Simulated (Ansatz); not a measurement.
TePt under changes of volume

One of the cells (22.651 Å³/atom); the others are scaled copies at fixed shape and fractional positions:

```xyz
4
Lattice="1.9816 1.1441 6.6610 -1.9816 1.1441 6.6610 0.0000 -2.2881 6.6610" Properties=species:S:1:pos:R:3 pbc="T T T"
Pt    0.0000    0.0000    2.5911
Pt    0.0000    0.0000   17.3920
Te    0.0000    0.0000    8.0332
Te    0.0000    0.0000   11.9499
```

| Quantity | Value |
| --- | --- |
| Program | Ansatz 0.2.0 |
| Functional | LDA |
| Potentials or basis | all-electron LAPW, scalar-relativistic |
| Cutoff | 288 eV (chosen from the basis error) |
| Basis error allowed | 0.002 eV/atom |
| k mesh | 8 × 8 × 8 |
| Occupations | fermi-dirac, width 0.05 eV |
| Spin | no spin polarisation |

```tsv
volume (Å³/atom)	energy over the lowest point (meV/atom)	pressure (GPa)	largest force (eV/Å)
21.292	16.54	6.3	0.749
21.745	3.73	2.9	0.446
22.198	0.00	-0.2	0.224
22.651	4.37	-2.8	0.213
23.104	15.86	-5.2	0.311
23.557	?	?	?
24.010	56.87	-9.1	0.709
```

Problem. What does the run at 23.557 Å³/atom give?

Solution. Energy over the lowest point 33.61 meV/atom; pressure -7.3 GPa; largest force 0.519 eV/Å.

Worked out: A Birch-Murnaghan fit of order 3 (a polynomial in V^(-2/3)) to the other rows has its minimum at 22.17 Å³/atom with B0 = V·E''(V) = 140 GPa and B' = 5.1 at fixed shape and positions, which overstates the stiffness. It gives 33.60 meV/atom at 23.557 Å³/atom, against the run's 33.61, and -dE/dV = -7.3 GPa, against -7.3.

Energies are extrapolated to zero smearing.
